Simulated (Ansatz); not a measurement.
**CoO (I4/mmm): zero-pressure volume and bulk modulus with revPBE + D3(BJ)**

Aim: take the cell of CoO (I4/mmm) to zero pressure with revPBE + D3(BJ) with U = 3.3 eV on Co 3d, then fit an equation of state.

Method: DFT revPBE + D3(BJ) with U = 3.3 eV on Co 3d, scalar-relativistic, plane waves, PAW, in Ansatz 0.2.0.

3 further runs of the same task are left out: 1 that didn't finish, 2 set aside as unsound or not needed. Runs told in other sessions of the task aren't counted.

## Step 1: The structure to begin with

Symmetry: R-3m, No. 166, trigonal system. The conventional cell has a = 3.018 Å, b = 3.018 Å, c = 7.291 Å, α = 90.00°, β = 90.00°, γ = 120.00°. Co (site symmetry -3m) is surrounded by 6 O at 2.12 Å. O (site symmetry -3m) is surrounded by 6 Co at 2.12 Å.

Coordinates:

```cif
data_structure
_symmetry_space_group_name_H-M 'R-3m:H'
_symmetry_Int_Tables_number 166
_cell_length_a 3.0182
_cell_length_b 3.0182
_cell_length_c 7.2908
_cell_angle_alpha 90.000
_cell_angle_beta 90.000
_cell_angle_gamma 120.000
_cell_volume 57.52
loop_
_atom_site_label
_atom_site_type_symbol
_atom_site_symmetry_multiplicity
_atom_site_Wyckoff_symbol
_atom_site_fract_x
_atom_site_fract_y
_atom_site_fract_z
_atom_site_occupancy
Co1 Co 3 a 0.00000 0.00000 0.00000 1
O1 O 3 b 0.33333 0.66667 0.16667 1
```

At PBE+U (U_eff = 3.3 eV on Co 3d), an earlier run found 10.35 GPa for this cell of 9.584 Å³/atom (10×10×10 mesh), gap on the mesh 1.24 eV, spin moments in the atoms' spheres Co 2.60; O 0.23 μB. The cell is compressed at this level.

## Step 2: At the given cell

Input file input.yaml:

```yaml
crystal:
  lattice:
    - [-1.5085856023, 1.5096864681, 2.132583099]
    - [1.4818132539, -1.5096864681, 2.1134241447]
    - [1.5085856023, 1.5096864681, -2.132583099]
  atoms:
    - { symbol: Co, position: [0.0, 0.0, 0.0], spin: 2.86 }
    - { symbol: O, position: [0.5, 0.5, 0.0] }
basis:
  ecutwfc: 420
  ecutrho_ratio: 4
kpoints:
  mp_grid: { grid: [10, 10, 10] }
hamiltonian:
  xc: revpbe
  dispersion: d3bj
  hubbard: { sites: [{ species: Co, l: d, u_eff: 3.3 }] }
scf:
  occupations: { method: gaussian, width: 0.05 }
  lower_state_search: "off"
output:
  forces: true
  stress: true
  eigenvalues: true
  populations: true
magnetization:
  spin_polarized: true
relax:
  f_tol: 0.02
  max_steps: 40
  cell: { stress_tol: 0.2, fix: [volume] }
checkpoint:
  read: start.run
  write: ck
  compress: false
  write_wavefunctions: false
  write_every: 100000
```

start.run holds the state of a PBE+U run on this cell.

The run is started by

```console
$ ansatz run input.yaml --threads 4 --pin off --max-ram 8192MiB --backend cpu --events-out ev --progress --plain --runs-dir out
```

The runs that follow: A step to a new volume; A step to a new volume; A step to a new volume; A step to a new volume; Volume × 0.98 of the new zero; Volume × 1.02 of the new zero; Volume × 0.96 of the new zero; Volume × 1.04 of the new zero.

What does the calculation give? Wanted: volume nearest zero pressure; fit.

**Answer**, as computed:

| quantity | value |
| --- | --- |
| volume nearest zero pressure | 9.897 Å³/atom at 0.00 GPa |
| gap on the mesh there | 1.28 eV |
| fit | no modulus quoted |
| time in all | 2.3 min |

The points don't follow one smooth curve, or give an unlikely pressure derivative, as when the electronic state or the structure changes between volumes; no modulus is quoted. With a Hubbard U or exact exchange the result depends on the state in which the open shell ends, and a lower one can't be excluded.
